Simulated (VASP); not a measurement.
# CaS (Fm-3m) in VASP: further runs

Runs on CaS. Level: PBE. Tasks: relaxation of cell and atoms, electrostatic potential.

Program: VASP 6.6.1. These are calculated values, not measurements. Logs are shortened: lines on timing, memory, paths and dates and some standing lists are left out, and cuts for length are marked.

### Step 1. The crystal as given

The structure is cubic, space group Fm-3m (No. 225). Conventional cell: a = 5.650 Å, b = 5.650 Å, c = 5.650 Å, α = 90.00°, β = 90.00°, γ = 90.00°. Ca (site symmetry m-3m) is surrounded by 6 S at 2.83 Å. S (site symmetry m-3m) has 6 Ca at 2.83 Å as nearest neighbours.

The cell was built by a generator and needn't be a form met in nature.

### Step 2. Relaxation of cell and atoms, PBE

Contents of INCAR:

```
SYSTEM = CaS
  PREC = Accurate
  ENCUT = 600
  EDIFF = 1E-6
  ISMEAR = 0
  SIGMA = 0.02
  LREAL = .FALSE.
  LASPH = .TRUE.
  NELM = 120
  ALGO = Fast
  ISIF = 3
  LWAVE = .FALSE.
  LCHARG = .FALSE.
  GGA = PE
  IBRION = 2
  NSW = 40
  EDIFFG = -0.005
  KPAR = 4
```

Contents of KPOINTS:

```
regular mesh
0
G
  8 8 8
  0 0 0
```

Contents of POSCAR:

```
CaS
1.0
    0.0000000000      2.8250000000      2.8250000000
    2.8250000000      0.0000000000      2.8250000000
    2.8250000000      2.8250000000      0.0000000000
Ca S
1 1
Direct
    0.0000000000      0.0000000000      0.0000000000
    0.5000000000      0.5000000000      0.5000000000
```

Potentials or basis: VASP PAW PBE potentials, release 64 (Ca_sv, S).

Started as:

```
cat potpaw_PBE.64/Ca_sv/POTCAR potpaw_PBE.64/S/POTCAR > POTCAR
mpirun -np 4 vasp_std > vasp.out
```

OUTCAR:

```text
SYSTEM = CaS
   PREC = Accurate
   ENCUT = 600
   EDIFF = 1E-6
   ISMEAR = 0
   LREAL = .FALSE.
   LASPH = .TRUE.
   NELM = 120
   ISIF = 3
   GGA = PE
   IBRION = 2
   NSW = 40
   EDIFFG = -0.005

 ion  position               nearest neighbor table
   1  0.000  0.000  0.000-   2 2.83   2 2.83   2 2.83   2 2.83   2 2.83   2 2.83
   2  0.500  0.500  0.500-   1 2.83   1 2.83   1 2.83   1 2.83   1 2.83   1 2.83

  LATTYP: Found a face centered cubic cell.
 ALAT       =     5.6500000000

  Lattice vectors:

 A1 = (   0.0000000000,   2.8250000000,   2.8250000000)
 A2 = (   2.8250000000,   0.0000000000,   2.8250000000)
 A3 = (   2.8250000000,   2.8250000000,   0.0000000000)

Analysis of symmetry for initial positions (statically):
=====================================================================
 Subroutine PRICEL returns:
 Original cell was already a primitive cell.

 Routine SETGRP: Setting up the symmetry group for a
 face centered cubic supercell.

 Subroutine GETGRP returns: Found 48 space group operations
 (whereof 48 operations were pure point group operations)
 out of a pool of 48 trial point group operations.

The static configuration has the point symmetry O_h .

Analysis of symmetry for dynamics (positions and initial velocities):
=====================================================================
 Subroutine PRICEL returns:
 Original cell was already a primitive cell.

 Routine SETGRP: Setting up the symmetry group for a
 face centered cubic supercell.

 Subroutine GETGRP returns: Found 48 space group operations
 (whereof 48 operations were pure point group operations)
 out of a pool of 48 trial point group operations.

The dynamic configuration has the point symmetry O_h .

 Subroutine INISYM returns: Found 48 space group operations
 (whereof 48 operations are pure point group operations),
 and found     1 'primitive' translations

----------------------------------------------------------------------------------------

                                     Primitive cell

  volume of cell :      45.0905

  direct lattice vectors                    reciprocal lattice vectors
     0.000000000  2.825000000  2.825000000    -0.176991150  0.176991150  0.176991150
     2.825000000  0.000000000  2.825000000     0.176991150 -0.176991150  0.176991150
     2.825000000  2.825000000  0.000000000     0.176991150  0.176991150 -0.176991150

  length of vectors
     3.995153314  3.995153314  3.995153314     0.306557665  0.306557665  0.306557665

  position of ions in fractional coordinates (direct lattice)
     0.000000000  0.000000000  0.000000000
     0.500000000  0.500000000  0.500000000

  ion indices of the primitive-cell ions
   primitive index   ion index
                 1           1
                 2           2

----------------------------------------------------------------------------------------

 KPOINTS: regular mesh

Automatic generation of k-mesh.
 Grid dimensions read from file:
 generate k-points for:    8    8    8

 Generating k-lattice:

  Cartesian coordinates                     Fractional coordinates (reciprocal lattice)
    -0.022123894  0.022123894  0.022123894     0.125000000  0.000000000  0.000000000
     0.022123894 -0.022123894  0.022123894     0.000000000  0.125000000  0.000000000
     0.022123894  0.022123894 -0.022123894     0.000000000  0.000000000  0.125000000

  Length of vectors
     0.038319708  0.038319708  0.038319708

  Shift w.r.t. Gamma in fractional coordinates (k-lattice)
     0.000000000  0.000000000  0.000000000

 Subroutine IBZKPT returns following result:
 ===========================================

 Found     29 irreducible k-points:

 Following reciprocal coordinates:
            Coordinates               Weight
  0.000000  0.000000  0.000000      1.000000
  0.125000  0.000000  0.000000      8.000000
  0.250000  0.000000  0.000000      8.000000
  0.375000  0.000000  0.000000      8.000000
  0.500000  0.000000  0.000000      4.000000
  0.125000  0.125000  0.000000      6.000000
[... 16 lines left out ...]
  0.500000  0.250000  0.125000     48.000000
 -0.375000  0.250000  0.125000     24.000000
 [... further k-points ...]
   k-points           NKPTS =     29   k-points in BZ     NKDIM =     29   number of bands    NBANDS=     12
   number of dos      NEDOS =    301   number of ions     NIONS =      2
   total plane-waves  NPLWV =  32768
   dimension x,y,z NGX =    32 NGY =   32 NGZ =   32
   dimension x,y,z NGXF=    64 NGYF=   64 NGZF=   64
   ions per type =               1   1
   NGX,Y,Z   is equivalent  to a cutoff of  13.32, 13.32, 13.32 a.u.
   NGXF,Y,Z  is equivalent  to a cutoff of  26.63, 26.63, 26.63 a.u.
 SYSTEM =  CaS
   PREC   = accura    normal or accurate (medium, high low for compatibility)
   ISTART =      0    job   : 0-new  1-cont  2-samecut
   ICHARG =      2    charge: 1-file 2-atom 10-const
   ISPIN  =      1    spin polarized calculation?
   LNONCOLLINEAR =      F non collinear calculations
   LSORBIT =      F    spin-orbit coupling
   LASPH  =      T    aspherical Exc in radial PAW
   ENCUT  =  600.0 eV  44.10 Ry    6.64 a.u.   7.98  7.98  7.98*2*pi/ulx,y,z
   NELM   =    120;   NELMIN=  2; NELMDL= -5     # of ELM steps
   EDIFF  = 0.1E-05   stopping-criterion for ELM
   LREAL  =      F    real-space projection
   EDIFFG = -.5E-02   stopping-criterion for IOM
   NSW    =     40    number of steps for IOM
   IBRION =      2    ionic relax: 0-MD 1-quasi-New 2-CG
   NFREE  =      1    steps in history (QN), initial steepest desc. (CG)
   ISIF   =      3    stress and relaxation
   ISYM   =      2    0-nonsym 1-usesym 2-fastsym
   POTIM  = 0.5000    time-step for ionic-motion
   TEBEG  =    0.0;   TEEND  =   0.0 temperature during run
   PSTRESS=    0.0 pullay stress
   NELECT =      16.0000    total number of electrons
   NUPDOWN=      -1.0000    fix difference up-down
   EMIN   =  10.00;   EMAX   =-10.00  energy-range for DOS
   EFERMI =   0.00;   METHOD = LEGACY
   ISMEAR =     0;   SIGMA  =   0.02  broadening in eV -4-tet -1-fermi 0-gaus
   EFERMI_NEDOS =   21; number of points for ismear=-14 and -15
   IALGO  =     68    algorithm
   IMIX   =      4    mixing-type and parameters
     AMIX     =   0.40;   BMIX     =  1.00
     AMIX_MAG =   1.60;   BMIX_MAG =  1.00
  volume/ion in A,a.u.               =      22.55       152.14
  Fermi-wavevector in a.u.,A,eV,Ry     =   1.159008  2.190207 18.276695  1.343299
  Thomas-Fermi vector in A             =   2.295605
   LORBIT       =      0    0 simple, 1 ext, 2 COOP (PROOUT), +10 PAW based schemes
   GGA     = PE    functional components
   LHFCALC =     F    Hartree Fock is set to
   AEXX    =    0.0000 exact exchange contribution
   IVDW    =     0    specifies the selected vdW correction
   LEPSILON=     F    determine dielectric tensor
   LRPA    =     F    only Hartree local field effects (RPA)
 conjugate gradient relaxation of ions
 non-spin polarized calculation
 RMM-DIIS sequential band-by-band and
 Gauss-broadening in eV      SIGMA  =   0.02
  energy-cutoff  :      600.00
  volume of cell :       45.09
 maximum number of plane-waves:      1540
   NGX = 15   NGY = 15   NGZ = 15

--------------------------------------- Ionic step        1  -------------------------------------------

 number of electron      15.9999999 magnetization

 Free energy of the ion-electron system (eV)
  ---------------------------------------------------
  ext. energy  EPLUGINS =         0.00000000
  ---------------------------------------------------
  free energy    TOTEN  =       -10.35466679 eV

  energy without entropy =      -10.35466679  energy(sigma->0) =      -10.35466679

------------------------ aborting loop because EDIFF is reached ----------------------------------------

  FORCE on cell =-STRESS in cart. coord.  units (eV):
  Direction    XX          YY          ZZ          XY          YZ          ZX
  --------------------------------------------------------------------------------------
  -------------------------------------------------------------------------------------
  Total        0.5859173      0.5859173      0.5859173     -0.0000000      0.0000000      0.0000000
  in kB       20.8190794     20.8190794     20.8190794     -0.0000000      0.0000000      0.0000000
  external PRESSURE =      20.8190794 kB  Pullay stress =       0.0000000 kB
[... 57 lines left out ...]
  energy  without entropy=      -10.3652417341  energy(sigma->0) =      -10.36524173

--------------------------------------- Ionic step        3  -------------------------------------------

 number of electron      16.0000001 magnetization

 Free energy of the ion-electron system (eV)
  ---------------------------------------------------
  ext. energy  EPLUGINS =         0.00000000
  ---------------------------------------------------
  free energy    TOTEN  =       -10.36557138 eV

  energy without entropy =      -10.36557138  energy(sigma->0) =      -10.36557138

 E-fermi :   2.7845     XC(G=0):  -9.2624

 val. band max:        2.6419222904   @ k =   0.0000   0.0000   0.0000
 cond. band min:       5.0259212484   @ k =   0.5000   0.5000   0.0000
 fundamental gap:      2.3839989580
 Fermi energy:         2.7845468340

 k-point     1 :       0.0000    0.0000    0.0000
  band No.  band energies     occupation
      1     -36.5995      2.00000
      2     -17.5782      2.00000
      3     -17.5782      2.00000
      4     -17.5782      2.00000
      5      -8.6434      2.00000
      6       2.6419      2.00000
      7       2.6419      2.00000
      8       2.6419      2.00000
      9       6.7146      0.00000
     10       6.8073      0.00000
     11       6.8073      0.00000
     12       6.8073      0.00000
[... 331 lines left out ...]
 k-point    24 :      -0.3750    0.2500    0.1250
  band No.  band energies     occupation
      1     -36.5872      2.00000
      2     -17.7067      2.00000
      3     -17.6253      2.00000
      4     -17.6032      2.00000
      5      -7.8900      2.00000
      6       0.0492      2.00000
      7       1.1706      2.00000
      8       1.4972      2.00000
      9       7.6057      0.00000
     10       7.9239      0.00000
     11       9.0375      0.00000
     12       9.3442      0.00000

 [... further k-points ...]

------------------------ aborting loop because EDIFF is reached ----------------------------------------

  FORCE on cell =-STRESS in cart. coord.  units (eV):
  Direction    XX          YY          ZZ          XY          YZ          ZX
  --------------------------------------------------------------------------------------
  -------------------------------------------------------------------------------------
  Total       -0.0065502     -0.0065502     -0.0065502     -0.0000000      0.0000000      0.0000000
  in kB       -0.2245025     -0.2245025     -0.2245025     -0.0000000      0.0000000      0.0000000
  external PRESSURE =      -0.2245025 kB  Pullay stress =       0.0000000 kB
[... 17 lines left out ...]
  FREE ENERGIE OF THE ION-ELECTRON SYSTEM (eV)
  ---------------------------------------------------
  free  energy   TOTEN  =       -10.3655713761 eV

  energy  without entropy=      -10.3655713761  energy(sigma->0) =      -10.36557138

 reached required accuracy - stopping structural energy minimisation
```

Wall time 14 s (4 MPI ranks of Intel Xeon 6975P-C (Granite Rapids), shared host); peak memory 0.19 GiB.

What came out:

```
Free energy                            : -10.3656 eV
Relaxed volume                         : 23.37 Å³/atom
Relaxed cell                           : a = 4.043 Å, b = 4.043 Å, c = 4.043 Å, α = 60.00°, β = 60.00°, γ = 60.00°
Space group after relaxing (to 0.05 Å) : Fm-3m (No. 225)
Energy gained by relaxing              : 5.5 meV/atom
Ionic steps                            : 3
Pressure after relaxing                : 0.0 GPa
Band gap on the k mesh                 : 2.38 eV, indirect (least direct gap 3.18 eV)
```

Step by step:
```
step  energy change (eV)  largest force (eV/Å)  pressure (GPa)  volume (Å³)
   1              0.0000                0.0000            2.08        45.09
   2             -0.0106                0.0000           -0.37        47.03
   3             -0.0109                0.0000           -0.02        46.75
```

Final structure:
```xyz
2
Lattice="0.0000 2.8592 2.8592 2.8592 0.0000 2.8592 2.8592 2.8592 0.0000" Properties=species:S:1:pos:R:3 pbc="T T T"
Ca    0.0000    0.0000    0.0000
S     2.8592    2.8592    2.8592
```

A k mesh can miss the band edges. PBE gaps usually lie below the measured ones, often by a third to a half.

(Continued in part 2 of 2.)
